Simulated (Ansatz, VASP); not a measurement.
One calculation of Zn, two programs

File INCAR:

```
SYSTEM = Zn
PREC = Accurate
ENCUT = 520
EDIFF = 1E-6
ISMEAR = -1
SIGMA = 0.05
LREAL = .FALSE.
LASPH = .TRUE.
NELM = 60
ALGO = Fast
ISIF = 2
LWAVE = .FALSE.
LCHARG = .FALSE.
GGA = PS
NBANDS = 25
```

The input KPOINTS:

```
Automatic mesh
0
G
  12 12 4
  0 0 0
```

File POSCAR:

```
Zn
1.0
    2.2681701736     -1.3084870100      0.0000000000
    2.2681701736      1.3084870100      0.0000000000
   -1.5917165425      0.0000000000      7.3004081919
Zn
3
Direct
    0.7780178600      0.7780178600      0.3345049800
    0.2219821400      0.2219821400      0.6654950200
    0.0000000000      0.0000000000      0.0000000000
```

input.yaml

```yaml
crystal:
  lattice:
    - [2.2681701736, -1.30848701, 0.0]
    - [2.2681701736, 1.30848701, 0.0]
    - [-1.5917165425, 0.0, 7.3004081919]
  atoms:
    - { symbol: Zn, position: [0.77801786, 0.77801786, 0.33450498] }
    - { symbol: Zn, position: [0.22198214, 0.22198214, 0.66549502] }
    - { symbol: Zn, position: [0.0, 0.0, 0.0] }
hamiltonian:
  xc: pbesol
  pseudopotentials: { kind: paw }
kpoints:
  mp_grid: { grid: [12, 12, 4] }
scf:
  occupations: { method: fermi_dirac, width: 0.05 }
output:
  forces: true
  stress: true
  eigenvalues: true
  write_density: true
  write_potential: true
  elf: true
  volumetric_format: npy
```

This isn't the form of Zn at room conditions, which is hcp.

Alike in both runs: task single point; functional PBEsol; k mesh 12 × 12 × 4; occupations fermi-dirac, width 0.05 eV; no spin polarisation.

|  | VASP | Ansatz |
| --- | --- | --- |
| version | VASP 6.6.1 | Ansatz 0.2.0 |
| potentials or method | VASP PAW PBE potentials, release 64 (Zn) | Ansatz PAW |
| plane-wave cutoff (eV) | 520 | 420 |
| valence electrons in the cell | 36 | 36 |

```tsv
	VASP	Ansatz	Ansatz less VASP
gap on the k mesh at the Fermi level (eV)	none	none	-
pressure (GPa)	-1.1	-1.3	-0.21
largest component of the traceless stress (GPa)	3.52	3.69	+0.174
rms of the force components (eV/Å)	0.005	0.005	-0.0004
```

Atom by atom the forces differ by 0.000 eV/Å (rms over components). A gap of «none» marks a metal or a gap that the smearing closes.

Caveats: the PAW data sets were made with another functional, which shifts forces and pressure a little (VASP); the PAW data sets come from PBE, with cores solved anew for the run's functional, which leaves a small shift of forces and pressure (Ansatz).
